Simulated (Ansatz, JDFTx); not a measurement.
Given: the input of a run of Ansatz 0.2.0 on SnSe2. 

The input input.yaml:

```yaml
crystal:
  lattice:
    - [3.811, 0.0, 0.0]
    - [-1.9055, 3.3004228138, 0.0]
    - [0.0, 0.0, 6.136]
  atoms:
    - { symbol: Sn, position: [0.0, 0.0, 0.0] }
    - { symbol: Se, position: [0.6666666667, 0.3333333333, 0.751] }
    - { symbol: Se, position: [0.3333333333, 0.6666666667, 0.249] }
hamiltonian:
  xc: pbesol
  pseudopotentials: { kind: paw }
kpoints:
  mp_grid: { grid: [8, 8, 5] }
scf:
  occupations: { method: fermi_dirac, width: 0.05 }
output:
  forces: true
  stress: true
  eigenvalues: true
  write_density: true
  write_potential: true
  elf: true
  volumetric_format: npy
```

Potentials or basis: Ansatz PAW.

Launch:

```bash
$ ansatz run input.yaml --threads 1 --pin off --max-ram 3584MiB --backend cpu --events-out ev --progress --plain --runs-dir out
```

Set up the same calculation for JDFTx 1.7.0 (patched build). Potentials or basis there: PseudoDojo-SR-PBEsol-0.4.1-standard with smoothed tails, cutoff 1170 eV.

As run (cutoffs and basis follow the program's own potentials, and thresholds, step limits or extra output files can differ):

File SnSe2.in:

```
lattice \
    7.2017462609    -3.6008731305     0.0000000000 \
    0.0000000000     6.2368952135     0.0000000000 \
    0.0000000000     0.0000000000    11.5953595007
coords-type Lattice
ion Sn     0.0000000000     0.0000000000     0.0000000000 1
ion Se     0.6666666667     0.3333333333     0.7510000000 1
ion Se     0.3333333333     0.6666666667     0.2490000000 1

ion-species pseudo/Sn.upf
ion-species pseudo/Se.upf
elec-cutoff 43 344
elec-ex-corr gga-PBEsol
kpoint-folding 8 8 5
elec-smearing Fermi 0.0018374661
elec-n-bands 31
electronic-SCF nIterations 100 energyDiffThreshold 1e-09
electronic-minimize nIterations 30 energyDiffThreshold 1e-7
converge-empty-states yes
forces-output-coords Cartesian

dump-name run.$VAR
dump End Ecomponents EigStats BandEigs Kpoints Forces Stress
```

Potentials or basis: PseudoDojo-SR-PBEsol-0.4.1-standard with smoothed tails.

Launch:

```bash
$ jdftx -c 1 -i SnSe2.in -o SnSe2.out
```

Both were run:

|  | Ansatz | JDFTx |
| --- | --- | --- |
| Pressure | 2.5 GPa | 2.7 GPa |
| Largest force | 0.600 eV/Å | 0.630 eV/Å |

Ansatz's pressure holds a Pulay term of +0.04 GPa for its cutoff of 420 eV, which the other run lacks.

Ansatz's potentials were made for PBE.

Where Ansatz's input types no cutoff or centring, it takes its own default and a Γ-centred mesh.

Pressure is positive in compression.
